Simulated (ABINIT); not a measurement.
Runs of ABINIT 10.8.3 (patched build) on GaN. The structure is cubic, space group F-43m (No. 216). Conventional cell: a = 4.507 Å, b = 4.507 Å, c = 4.507 Å, α = 90.00°, β = 90.00°, γ = 90.00°. Ga (site symmetry -43m) has 4 N at 1.95 Å as nearest neighbours. N (site symmetry -43m) has 4 Ga at 1.95 Å as nearest neighbours. The cell is a database's computed one.

| task | level | potentials or basis | spin | cutoff (eV) | fine-grid cutoff | gap on the mesh (eV) | pressure (GPa) | V0 of scaled cells (Å³/atom) | B0 (GPa) |
| --- | --- | --- | --- | --- | --- | --- | --- | --- | --- |
| equation of state | PBE | PseudoDojo NC SR PBE v0.5 standard | off | 1143 | - | - | - | 11.77 | 172 |
| equation of state | PW91 | PseudoDojo NC SR PBE v0.4.1 standard | off | 1143 | - | - | - | (c) | 173 |
| equation of state | AM05 | PseudoDojo NC SR PBEsol v0.4.1 standard | off | 1143 | - | - | - | 11.38 | 186 |
| band structure | PBE | PseudoDojo NC SR PBE v0.4 stringent | off | 1551 | - | 1.75 | (a) | - | - |
| band structure | OLYP | JTH PAW PBE v2.0 | SOC, no magnetisation | 707 | 1306.15 eV | (b) | 6.3 | - | - |

Alike in all rows: cell as given; k mesh 10 × 10 × 10; smearing fermi-dirac 0.05 eV.

Q: Estimate the missing entries.

A: (a) 4.6; (b) 1.89; (c) 11.75.

Caveats: pressures at fixed basis lie under the slope of the energies (some runs); the potentials were made for another functional, which shifts forces and pressure (some runs); the PAW data sets were made with another functional, which shifts forces and pressure a little (some runs).

A k mesh can miss the band edges, and rows without SOC leave out spin-orbit coupling on Ga.

The runs don't all hold the same shells in valence.
